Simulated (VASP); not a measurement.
# Pb (Fm-3m) in VASP: a series of runs

One crystal, Pb, is run at these levels: PBEsol; tasks: relaxation of the atoms.

Program: VASP 6.6.1. These are calculated values, not measurements. Logs are shortened: lines on timing, memory, paths and dates and some standing lists are left out, and cuts for length are marked.

## (1) Starting point

It takes space group Fm-3m (No. 225, cubic). The conventional cell has a = 4.934 Å, b = 4.934 Å, c = 4.934 Å, α = 90.00°, β = 90.00°, γ = 90.00°. Pb (site symmetry m-3m) is surrounded by 12 Pb at 3.49 Å.

## (2) Relaxation of the atoms, PBEsol (a relaxed cell with its volume scaled by 0.98)

INCAR reads:

```
  PREC = Accurate
  ENCUT = 600
  EDIFF = 1E-7
  ISMEAR = 1
  SIGMA = 0.1
  LREAL = False
  LASPH = True
  NELM = 80
  ALGO = Normal
  ISIF = 2
  LWAVE = False
  LCHARG = False
  GGA = PS
  IBRION = 2
  NSW = 40
  EDIFFG = -0.01
```

KPOINTS reads:

```
Automatic mesh
0
Gamma
  14 14 14
```

POSCAR reads:

```
Pb                                      
1.0
    0.0000000000      2.4506113303      2.4506113303
    2.4506113303      0.0000000000      2.4506113303
    2.4506113303      2.4506113303      0.0000000000
  Pb            
     1
Direct
     0.0000000000000000    0.0000000000000000    0.0000000000000000
```

Potentials or basis: VASP PAW PBE potentials, release 64 (Pb_d).

Command:

```bash
cat potpaw_PBE.64/Pb_d/POTCAR > POTCAR
mpirun -np 1 vasp_std > vasp.out
```

OUTCAR:

```text
PREC = Accurate
   ENCUT = 600
   EDIFF = 1E-7
   ISMEAR = 1
   LREAL = False
   LASPH = True
   NELM = 80
   ISIF = 2
   GGA = PS
   IBRION = 2
   NSW = 40
   EDIFFG = -0.01

 ion  position               nearest neighbor table
   1  0.000  0.000  0.000-

  LATTYP: Found a face centered cubic cell.
 ALAT       =     4.9012226606

  Lattice vectors:

 A1 = (   0.0000000000,   2.4506113303,   2.4506113303)
 A2 = (   2.4506113303,   0.0000000000,   2.4506113303)
 A3 = (   2.4506113303,   2.4506113303,   0.0000000000)

Analysis of symmetry for initial positions (statically):
=====================================================================
 Subroutine PRICEL returns:
 Original cell was already a primitive cell.

 Routine SETGRP: Setting up the symmetry group for a
 face centered cubic supercell.

 Subroutine GETGRP returns: Found 48 space group operations
 (whereof 48 operations were pure point group operations)
 out of a pool of 48 trial point group operations.

The static configuration has the point symmetry O_h .

Analysis of symmetry for dynamics (positions and initial velocities):
=====================================================================
 Subroutine PRICEL returns:
 Original cell was already a primitive cell.

 Routine SETGRP: Setting up the symmetry group for a
 face centered cubic supercell.

 Subroutine GETGRP returns: Found 48 space group operations
 (whereof 48 operations were pure point group operations)
 out of a pool of 48 trial point group operations.

The dynamic configuration has the point symmetry O_h .

 Subroutine INISYM returns: Found 48 space group operations
 (whereof 48 operations are pure point group operations),
 and found     1 'primitive' translations

----------------------------------------------------------------------------------------

                                     Primitive cell

  volume of cell :      29.4343

  direct lattice vectors                    reciprocal lattice vectors
     0.000000000  2.450611330  2.450611330    -0.204030722  0.204030722  0.204030722
     2.450611330  0.000000000  2.450611330     0.204030722 -0.204030722  0.204030722
     2.450611330  2.450611330  0.000000000     0.204030722  0.204030722 -0.204030722

  length of vectors
     3.465687779  3.465687779  3.465687779     0.353391577  0.353391577  0.353391577

  position of ions in fractional coordinates (direct lattice)
[... 85 lines left out ...]
   POTIM  = 0.5000    time-step for ionic-motion
   TEBEG  =    0.0;   TEEND  =   0.0 temperature during run
   PSTRESS=    0.0 pullay stress
   NELECT =      14.0000    total number of electrons
   NUPDOWN=      -1.0000    fix difference up-down
   EMIN   =  10.00;   EMAX   =-10.00  energy-range for DOS
   EFERMI =   0.00;   METHOD = LEGACY
   ISMEAR =     1;   SIGMA  =   0.10  broadening in eV -4-tet -1-fermi 0-gaus
   EFERMI_NEDOS =   21; number of points for ismear=-14 and -15
   IALGO  =     38    algorithm
   IMIX   =      4    mixing-type and parameters
     AMIX     =   0.40;   BMIX     =  1.00
     AMIX_MAG =   1.60;   BMIX_MAG =  1.00
  volume/ion in A,a.u.               =      29.43       198.63
  Fermi-wavevector in a.u.,A,eV,Ry     =   1.277908  2.414897 22.218994  1.633050
  Thomas-Fermi vector in A             =   2.410481
   LORBIT       =      0    0 simple, 1 ext, 2 COOP (PROOUT), +10 PAW based schemes
   GGA     = PS    functional components
   LHFCALC =     F    Hartree Fock is set to
   AEXX    =    0.0000 exact exchange contribution
   IVDW    =     0    specifies the selected vdW correction
   LEPSILON=     F    determine dielectric tensor
   LRPA    =     F    only Hartree local field effects (RPA)
 conjugate gradient relaxation of ions
 non-spin polarized calculation
 Methfessel and Paxton  Order N= 1 SIGMA  =   0.10
  energy-cutoff  :      600.00
  volume of cell :       29.43
 maximum number of plane-waves:       998
   NGX = 13   NGY = 13   NGZ = 13

 number of electron      13.9999999 magnetization

 Free energy of the ion-electron system (eV)
  ---------------------------------------------------
  ext. energy  EPLUGINS =         0.00000000
  ---------------------------------------------------
  free energy    TOTEN  =        -4.00083337 eV

  energy without entropy =       -4.00106176  energy(sigma->0) =       -4.00090950

 E-fermi :   7.4877     XC(G=0): -10.4848

 val. band max:        7.4651100298   @ k =  -0.2857   0.2857   0.0714
 cond. band min:       7.5177208007   @ k =   0.3571   0.2143   0.0000
 fundamental gap:      0.0526107709
 Fermi energy:         7.4876598587

 k-point     1 :       0.0000    0.0000    0.0000
  band No.  band energies     occupation
      1      -9.5721      2.00000
      2      -9.5721      2.00000
      3      -9.5721      2.00000
      4      -9.4166      2.00000
      5      -9.4166      2.00000
      6      -4.5369      2.00000
      7      15.0858      0.00000
      8      15.0858      0.00000
      9      15.0858      0.00000
     10      17.2184      0.00000
     11      19.1346      0.00000
[... 309 lines left out ...]
 k-point    24 :       0.2857    0.1429    0.0000
  band No.  band energies     occupation
      1      -9.6187      2.00000
      2      -9.5087      2.00000
      3      -9.4773      2.00000
      4      -9.4320      2.00000
      5      -9.3407      2.00000
      6      -3.0533      2.00000
      7       8.7457     -0.00000
      8      12.2874      0.00000
      9      12.5750      0.00000
     10      15.9396      0.00000
     11      17.6020      0.00000

 [... further k-points ...]

------------------------ aborting loop because EDIFF is reached ----------------------------------------

  FORCE on cell =-STRESS in cart. coord.  units (eV):
  Direction    XX          YY          ZZ          XY          YZ          ZX
  --------------------------------------------------------------------------------------
  -------------------------------------------------------------------------------------
  Total        0.1857977      0.1857977      0.1857977      0.0000000      0.0000000     -0.0000000
  in kB       10.1134103     10.1134103     10.1134103      0.0000000      0.0000000     -0.0000000
  external PRESSURE =      10.1134103 kB  Pullay stress =       0.0000000 kB

 VOLUME and BASIS-vectors are now :
 -----------------------------------------------------------------------------
  energy-cutoff  :      600.00
  volume of cell :       29.43
      direct lattice vectors                 reciprocal lattice vectors
     0.000000000  2.450611330  2.450611330    -0.204030722  0.204030722  0.204030722
     2.450611330  0.000000000  2.450611330     0.204030722 -0.204030722  0.204030722
     2.450611330  2.450611330  0.000000000     0.204030722  0.204030722 -0.204030722

 POSITION                                       TOTAL-FORCE (eV/Angst)
 -----------------------------------------------------------------------------------
      0.00000      0.00000      0.00000         0.000000     -0.000000      0.000000
 -----------------------------------------------------------------------------------
    total drift:                               -0.000000     -0.000000     -0.000000

  FREE ENERGIE OF THE ION-ELECTRON SYSTEM (eV)
  ---------------------------------------------------
  free  energy   TOTEN  =        -4.0008333718 eV

  energy  without entropy=       -4.0010617629  energy(sigma->0) =       -4.00090950

 reached required accuracy - stopping structural energy minimisation
```

OSZICAR:

```text
N       E                     dE             d eps       ncg     rms          rms(c)
DAV:   1     0.106524633212E+03    0.10652E+03   -0.80557E+03  2302   0.168E+03
DAV:   2     0.665753521724E+00   -0.10586E+03   -0.10382E+03  2339   0.336E+02
DAV:   3    -0.391560301493E+01   -0.45814E+01   -0.45398E+01  2743   0.817E+01
DAV:   4    -0.401489910024E+01   -0.99296E-01   -0.99261E-01  2795   0.130E+01
DAV:   5    -0.401900328203E+01   -0.41042E-02   -0.41041E-02  2858   0.240E+00    0.607E-01
DAV:   6    -0.400468012751E+01    0.14323E-01   -0.21498E-02  2752   0.288E+00    0.284E-01
DAV:   7    -0.400107752600E+01    0.36026E-02   -0.87201E-03  2705   0.170E+00    0.898E-02
DAV:   8    -0.400083635902E+01    0.24117E-03   -0.38432E-04  3305   0.401E-01    0.982E-03
DAV:   9    -0.400083367578E+01    0.26832E-05   -0.81380E-06  2826   0.595E-02    0.447E-03
DAV:  10    -0.400083339564E+01    0.28014E-06   -0.47659E-07  2531   0.749E-03    0.130E-04
DAV:  11    -0.400083337179E+01    0.23845E-07   -0.10153E-08  1438   0.149E-03
   1 F= -.40008334E+01 E0= -.40009095E+01  d E =-.400083E+01
```

CONTCAR:

```text
Pb
   1.00000000000000
     0.0000000000000000    2.4506113303000001    2.4506113303000001
     2.4506113303000001    0.0000000000000000    2.4506113303000001
     2.4506113303000001    2.4506113303000001    0.0000000000000000
  Pb
     1
Direct
     0.0000000000000000    0.0000000000000000    0.0000000000000000

  0.00000000E+00  0.00000000E+00  0.00000000E+00
```

Run time: 26 s. Hardware: 1 thread of Intel Xeon Platinum 8488C (Sapphire Rapids), shared host; peak memory 0.18 GiB.

What came out:

| Quantity | Value |
| --- | --- |
| Free energy | -4.0008 eV |
| Pressure after relaxing | 1.0 GPa |
| Band gap on the k mesh | none (metal or under the smearing width) |

Final structure:
```
CELL_PARAMETERS angstrom
0.00000 2.45061 2.45061
2.45061 0.00000 2.45061
2.45061 2.45061 0.00000
ATOMIC_POSITIONS crystal
Pb 0.00000 0.00000 0.00000
```

Caveat: the relaxation stopped at its first step, so nothing moved; the PAW data sets were made with another functional, which shifts forces and pressure a little.

(Continued in part 2 of 3.)
